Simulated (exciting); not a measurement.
The system is Ti.

```xyz
1
Lattice="0.0000 2.0300 2.0300 2.0300 0.0000 2.0300 2.0300 2.0300 0.0000" Properties=species:S:1:pos:R:3 pbc="T T T"
Ti    0.0000    0.0000    0.0000
```

This isn't the form of Ti at room conditions, which is hcp.

| Item | Value |
| --- | --- |
| Program | exciting (release sodium) |
| Task | single point |
| Functional | PBE |
| Potentials or basis | all-electron LAPW+lo, shipped species files, valence relativity iora* |
| rgkmax | 9 |
| k mesh | 11 × 11 × 11 |
| Occupations | fermi-dirac, width 0.05 eV |
| Spin | no spin polarisation |
| gmaxvr (cutoff of density and potential) | 14 1/bohr |
| lmaxapw (and lmaxmat) | 10 |
| lmaxvr | 8 |
| nempty | 12 |
| Valence relativity | iora* |
| epsengy | 1e-05 Ha |
| epspot | 1e-05 Ha |
| maxscl | 60 |
| Muffin-tin radii | Ti 2.0 bohr |

On this cell: band gap on the k mesh none (metal or under the smearing width).

The same run follows on a disturbed copy (cell strained at random at fixed volume):

```
Ti
1.0
     0.02177    1.99869    2.03132
     2.00646    0.00299    2.05009
     2.03951    2.05051   -0.03005
Ti
1
Direct
  0.98433 0.00381 0.00663
```

Question: What changes?

Answer: The energy (extrapolated to zero smearing) moves by +5.8 meV/atom; band gap on the k mesh none (metal or under the smearing width).

Caveats: the free energy is that total less TS from the occupations.
